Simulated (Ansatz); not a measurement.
HfO2:

```
CELL_PARAMETERS angstrom
5.11800 0.00000 0.00000
0.00000 5.18570 0.00000
-0.85866 0.00000 5.21387
ATOMIC_POSITIONS crystal
Hf 0.27550 0.46030 0.70800
Hf 0.72450 0.96030 0.79200
Hf 0.72450 0.53970 0.29200
Hf 0.27550 0.03970 0.20800
O 0.07420 0.16840 0.84670
O 0.92580 0.66840 0.65330
O 0.92580 0.83160 0.15330
O 0.07420 0.33160 0.34670
O 0.44870 0.74190 0.98010
O 0.55130 0.24190 0.51990
O 0.55130 0.25810 0.01990
O 0.44870 0.75810 0.48010
```

Base run:

- Program: Ansatz 0.2.0
- Functional: PBE
- Potentials or basis: Ansatz NC
- Cutoff: 1240 eV (not typed: the program's choice for these potentials)
- k mesh: 5 × 5 × 5
- Occupations: fermi-dirac, width 0.05 eV
- Spin: no spin polarisation

Its results: band gap on the k mesh 4.20 eV, indirect (least direct gap 4.27 eV); pressure 5.8 GPa; largest force 0.483 eV/Å.

Task: The run is repeated on the same cell with these changes: potentials or basis from Ansatz NC to JTH PAW; cutoff from 1240 eV (not typed: the program's choice for these potentials) to 1380 eV (not typed: the program's choice for these potentials); valence electrons from 152 to 96. What comes out?

Result: Band gap on the k mesh 4.18 eV, indirect (least direct gap 4.24 eV); pressure 3.3 GPa; largest force 0.460 eV/Å.

Caveats: odd divisions of the mesh miss points on the zone boundary, where band edges often lie, so the gap on the mesh can be too wide; spin-orbit coupling is left out, which moves the levels of the heavy elements.

A k mesh can miss the band edges.
